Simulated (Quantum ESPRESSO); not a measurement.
# SiC (Moissanite 3C) under changes of volume

One of the cells (10.346 Å³/atom); the others are scaled copies at fixed shape and fractional positions:

```
Si C
1.0
     0.00000    2.17900    2.17900
     2.17900    0.00000    2.17900
     2.17900    2.17900    0.00000
Si C
1 1
Direct
  0.00000 0.00000 0.00000
  0.75000 0.75000 0.75000
```

| Item | Value |
| --- | --- |
| Program | Quantum ESPRESSO 7.5 |
| Functional | PBEsol |
| Potentials or basis | GBRV 1.5 PBEsol |
| Cutoff | 612 eV |
| Density cutoff | 4898 eV |
| k mesh | 10 × 10 × 10 |
| Occupations | fermi-dirac, width 0.05 eV |
| Spin | no spin polarisation |

| volume (Å³/atom) | energy over the lowest point (meV/atom) | pressure (GPa) | gap on the mesh (eV) |
| --- | --- | --- | --- |
| 9.725 | 27.86 | 15.2 | 1.19 |
| 9.932 | 11.84 | 9.5 | 1.21 |
| 10.139 | ? | ? | ? |
| 10.346 | 0.00 | -0.2 | 1.24 |
| 10.553 | 2.93 | -4.5 | 1.26 |
| 10.760 | 11.06 | -8.3 | 1.28 |
| 10.967 | 23.87 | -11.7 | 1.29 |

Task: What does the run at 10.139 Å³/atom give?

Result: Energy over the lowest point 2.77 meV/atom; pressure 4.4 GPa; gap on the mesh 1.23 eV.

Worked out: A Birch-Murnaghan fit of order 3 (a polynomial in V^(-2/3)) to the other rows has its minimum at 10.34 Å³/atom with B0 = V·E''(V) = 221 GPa and B' = 3.9. It gives 2.77 meV/atom at 10.139 Å³/atom, against the run's 2.77, and -dE/dV = 4.5 GPa, against 4.4. A straight line through the other rows of the gap, of slope 0.846 eV per unit of ln V, gives 1.23 eV, against the run's 1.23.

Energies are extrapolated to zero smearing.

A mesh can miss the band edges.
